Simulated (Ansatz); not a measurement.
**AlN: the band gap up the ladder of functionals**

One table from this session's results is given with a row withheld; the runs are named, their logs left out.

The runs shown are made with Ansatz 0.2.0. PAW datasets, plane waves. The values are computed, spin-unpolarised, and not measurements.

## The cell

The cell was relaxed beforehand with r2SCAN.

The symmetry is F-43m (No. 216, cubic); conventional cell a = 4.370 Å, 10.43 Å³ an atom. Al has 4 N at 1.89 Å; N has 4 Al at 1.89 Å.

The structure in full:

```cif
data_structure
_symmetry_space_group_name_H-M 'F-43m'
_symmetry_Int_Tables_number 216
_cell_length_a 4.3698
_cell_length_b 4.3698
_cell_length_c 4.3698
_cell_angle_alpha 90.000
_cell_angle_beta 90.000
_cell_angle_gamma 90.000
_cell_volume 83.44
loop_
_atom_site_label
_atom_site_type_symbol
_atom_site_symmetry_multiplicity
_atom_site_Wyckoff_symbol
_atom_site_fract_x
_atom_site_fract_y
_atom_site_fract_z
_atom_site_occupancy
Al1 Al 4 a 0.00000 0.00000 0.00000 1
N1 N 4 c 0.25000 0.25000 0.25000 1
```

Set-up of the first run:

input.yaml

```yaml
crystal:
  lattice:
    - [0.0, 2.1848764832, 2.1848764832]
    - [2.1848764832, 0.0, 2.1848764832]
    - [2.1848764832, 2.1848764832, 0.0]
  atoms:
    - { symbol: Al, position: [0.0, 0.0, 0.0] }
    - { symbol: "N", position: [0.75, 0.75, 0.75] }
kpoints:
  mp_grid: { grid: [10, 10, 10] }
  band_path:
    path:
      - [[0.0, 0.0, 0.0], [-0.5, -0.5, -4.099254339058e-34], [-0.375, -0.375, 0.25]]
      - [[-0.375, -9.248426687676e-18, 0.375], [0.0, 0.0, 0.0], [-6.165617791784e-18, -6.165617791784e-18, 0.5], [-0.5, -0.25, 0.25], [-0.5, -0.5, -4.099254339058e-34]]
    npoints: 10
hamiltonian:
  xc: pbe
scf:
  occupations: { method: fermi_dirac, width: 0.02 }
  n_extra_bands: 4
output:
  forces: true
  stress: true
  eigenvalues: true
```

Command:

```sh
$ ansatz run input.yaml --threads 2 --pin off --max-ram 2211MiB --backend cpu --events-out ev --progress --plain --runs-dir out
```

Steps of the session up to this table: PBE bands along the symmetry lines; Single point with r2SCAN; HSE06 at the same geometry; PBE0 at the same geometry; LDA; G0W0 on PBE; DDH-PBE0 at the same geometry; LC-ωPBE at the same geometry; Hartree-Fock.

One table of the session follows, with a row left open; its other results are not shown here.

```
                     level  gap (eV)
                       PBE      3.33
                    r2SCAN      3.94
                     HSE06         ?
                      PBE0      5.28
                       LDA      3.24
 G0W0@PBE (62 empty bands)      4.58
G0W0@PBE (154 empty bands)      4.81
                  DDH-PBE0      5.03
                   LC-ωPBE      9.70
              Hartree-Fock     12.06
```

Estimate the missing values for HSE06.

**Answer.** gap (eV): 4.55. In the column «gap (eV)» it lies between r2SCAN (3.94) and G0W0@PBE (62 empty bands) (4.58).

Meshes: PBE 10×10×10, r2SCAN 10×10×10, HSE06 8×8×8, PBE0 8×8×8, LDA 10×10×10, DDH-PBE0 8×8×8, LC-ωPBE 8×8×8, Hartree-Fock 8×8×8.

What this shows: The gap runs from 3.24 eV (LDA) to 12.06 eV (Hartree-Fock). PBE reaches 69 % of the G0W0@PBE value, and r2SCAN 82 %. PBE0 lies 0.73 eV above HSE06, which differs from it by screening the long-range exchange. Hartree-Fock lies above G0W0@PBE by 7.2 eV. G0W0 here is at a finite number of bands, screening cutoff and k mesh, not at the basis limit.

Limits of these values: Warnings in the runs' records: stress scf threshold loose, stress exchange threshold loose.
